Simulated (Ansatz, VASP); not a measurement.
## CaSe: VASP beside Ansatz

The input INCAR:

```
SYSTEM = CaSe
PREC = Accurate ; ENCUT = 520
EDIFF = 1E-7 ; ISMEAR = 0
SIGMA = 0.1 ; LREAL = .False.
LASPH = .True. ; NELM = 80
ALGO = Fast ; ISIF = 2
LWAVE = .False. ; LCHARG = .True.
GGA = PE ; LELF = .True.
LVHAR = .True. ; NBANDS = 15
```

KPOINTS

```
regular mesh
0
Gamma
  6 6 6
  0 0 0
```

POSCAR

```
CaSe
1.0
    0.0000000000      3.3000000000      3.3000000000
    3.3000000000      0.0000000000      3.3000000000
    3.3000000000      3.3000000000      0.0000000000
Ca Se
1 1
Direct
    0.0000000000      0.0000000000      0.0000000000
    0.7500000000      0.7500000000      0.7500000000
```

Input for Ansatz:

```yaml
crystal:
  lattice:
    - [0.0, 3.3, 3.3]
    - [3.3, 0.0, 3.3]
    - [3.3, 3.3, 0.0]
  atoms:
    - { symbol: Ca, position: [0.0, 0.0, 0.0] }
    - { symbol: Se, position: [0.75, 0.75, 0.75] }
basis:
  ecutwfc: 420
kpoints:
  mp_grid: { grid: [6, 6, 6] }
hamiltonian:
  xc: pbe
scf:
  occupations: { method: gaussian, width: 0.1 }
output:
  forces: true
  stress: true
  eigenvalues: true
```

The cell comes from a database or a generator and needn't be the stable form of this composition.

Alike in both runs: task single point; functional PBE; k mesh 6 × 6 × 6; occupations gaussian, width 0.1 eV; no spin polarisation.

|  | VASP | Ansatz |
| --- | --- | --- |
| version | VASP 6.6.1 | Ansatz 0.2.0 |
| potentials or method | VASP PAW PBE potentials, release 64 (Ca_sv, Se) | scalar-relativistic, plane waves, PAW |
| plane-wave cutoff (eV) | 520 | 420 |
| valence electrons in the cell | 16 | 26 |

Ansatz gave:

* gap on the k mesh at the Fermi level (eV): 3.15
* least direct gap on the mesh (eV): 3.24
* pressure (GPa): -0.2

**Question.** Estimate VASP's values.

**Answer.** gap on the k mesh at the Fermi level (eV): 3.15; least direct gap on the mesh (eV): 3.24; pressure (GPa): -0.1.

The two sets of potentials don't hold the same shells in valence.

A k mesh can miss the band edges. A hybrid or GW would open this gap; PBE tends to underestimate it.
